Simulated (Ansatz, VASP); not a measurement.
Two plane-wave programs on BN

INCAR

```
SYSTEM = BN
  ALGO = Normal
  EDIFF = 1E-6
  ENCUT = 520
  GGA = PE
  ISIF = 2
  ISMEAR = 0
  LASPH = .TRUE.
  LCHARG = .FALSE.
  LREAL = .FALSE.
  LWAVE = .FALSE.
  NBANDS = 36
  NELM = 60
  PREC = Accurate
  SIGMA = 0.01
```

File KPOINTS:

```
k-points
0
G
  3 3 2
  0 0 0
```

POSCAR

```
BN
1.0
    3.7325156421      2.1549689107      0.0000000000
   -3.7325156421      2.1549689107      0.0000000000
    0.0000000000      0.0000000000      6.4954828750
B N
6 6
Direct
    0.0000000000      0.6666666667      0.2500000000
    0.3333333333      0.3333333333      0.2500000000
    0.6666666667      0.0000000000      0.2500000000
    0.0000000000      0.3333333333      0.7500000000
    0.3333333333      0.0000000000      0.7500000000
    0.6666666667      0.6666666667      0.7500000000
    0.0000000000      0.6666666667      0.7500000000
    0.3333333333      0.3333333333      0.7500000000
    0.6666666667      0.0000000000      0.7500000000
    0.0000000000      0.3333333333      0.2500000000
    0.3333333333      0.0000000000      0.2500000000
    0.6666666667      0.6666666667      0.2500000000
```

Input for Ansatz:

```yaml
crystal:
  lattice:
    - [3.732515642092, 2.154968910716, 0.0]
    - [-3.732515642092, 2.154968910716, 0.0]
    - [0.0, 0.0, 6.495482875]
  atoms:
    - { symbol: B, position: [0.0, 0.6666666666667, 0.25] }
    - { symbol: B, position: [0.3333333333333, 0.3333333333333, 0.25] }
    - { symbol: B, position: [0.6666666666667, 0.0, 0.25] }
    - { symbol: B, position: [0.0, 0.3333333333333, 0.75] }
    - { symbol: B, position: [0.3333333333333, 0.0, 0.75] }
    - { symbol: B, position: [0.6666666666667, 0.6666666666667, 0.75] }
    - { symbol: "N", position: [0.0, 0.6666666666667, 0.75] }
    - { symbol: "N", position: [0.3333333333333, 0.3333333333333, 0.75] }
    - { symbol: "N", position: [0.6666666666667, 0.0, 0.75] }
    - { symbol: "N", position: [0.0, 0.3333333333333, 0.25] }
    - { symbol: "N", position: [0.3333333333333, 0.0, 0.25] }
    - { symbol: "N", position: [0.6666666666667, 0.6666666666667, 0.25] }
basis:
  ecutwfc: 420.0
  ecutrho_ratio: 4
  xc_grid: 2
  fft_grid_basis: typed
  precision: f64
kpoints:
  mp_grid: { grid: [3, 3, 2] }
hamiltonian:
  pseudopotentials: { kind: paw, azcp: { folder: soft_1 } }
scf:
  max_iter: 80
  self_checks: high
  occupations: { method: fixed }
output:
  forces: true
checkpoint:
  write: "../host.point.run"
  compress: false
  write_wavefunctions: true
  write_every: 100000
```

The cell is a database's computed one.

Alike in both runs: task single point; functional PBE; k mesh 3 × 3 × 2; no spin polarisation.

```csv
,VASP,Ansatz
version,VASP 6.6.1,Ansatz 0.2.0
potentials or method,"VASP PAW PBE potentials, release 64 (B, N)",plane-wave PAW DFT
plane-wave cutoff (eV),520,420
occupations,"gaussian, width 0.01 eV",fixed
valence electrons in the cell,48,48
```

|  | VASP | Ansatz | Ansatz less VASP |
| --- | --- | --- | --- |
| gap on the k mesh at the Fermi level (eV) | 4.40 | 4.40 | +0.002 |

Caveats: the k mesh is coarse (spacing up to 0.56 Å⁻¹), so the values aren't converged; an odd mesh through Γ misses points on the zone boundary, where band edges often lie. A hybrid or GW would open this gap; PBE tends to underestimate it.
